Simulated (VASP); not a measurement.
The system is AlN.

```
CELL_PARAMETERS angstrom
3.11300 0.00000 0.00000
-1.55650 2.69594 0.00000
0.00000 0.00000 4.98100
ATOMIC_POSITIONS crystal
Al 0.33333 0.66667 0.00000
Al 0.66667 0.33333 0.50000
N 0.33333 0.66667 0.38000
N 0.66667 0.33333 0.88000
```

```yaml
Program: VASP 6.6.1
Task: relaxation of cell and atoms
Functional: PBE
Potentials_or_basis: VASP PAW PBE potentials, release 64 (Al, N)
Cutoff: 600 eV
k_mesh: 12 × 12 × 6
Occupations: gaussian, width 0.03 eV
Spin: no spin polarisation
```

At the start: pressure 3.3 GPa; volume 10.45 Å³/atom.

How do energy, volume and symmetry change on relaxing?

Over 3 steps the energy falls by 2.1 meV/atom and the volume is 10.62 Å³/atom (+1.7 %); space group P6_3mc (No. 186, to 0.05 Å).

The path:
```csv
step,energy change (eV),largest force (eV/Å),pressure (GPa),volume (Å³)
1,0.0000,0.1289,3.35,41.80
2,-0.0017,0.0910,-2.80,43.14
3,-0.0083,0.0042,0.02,42.50
```

Final structure:
```cif
data_structure
_symmetry_space_group_name_H-M 'P 1'
_symmetry_Int_Tables_number 1
_cell_length_a 3.1273
_cell_length_b 3.1273
_cell_length_c 5.0175
_cell_angle_alpha 90.000
_cell_angle_beta 90.000
_cell_angle_gamma 120.000
_cell_volume 42.50
loop_
_atom_site_label
_atom_site_type_symbol
_atom_site_fract_x
_atom_site_fract_y
_atom_site_fract_z
_atom_site_occupancy
Al1 Al 0.33333 0.66667 0.99934 1
Al2 Al 0.66667 0.33333 0.49934 1
N1 N 0.33333 0.66667 0.38066 1
N2 N 0.66667 0.33333 0.88066 1
```
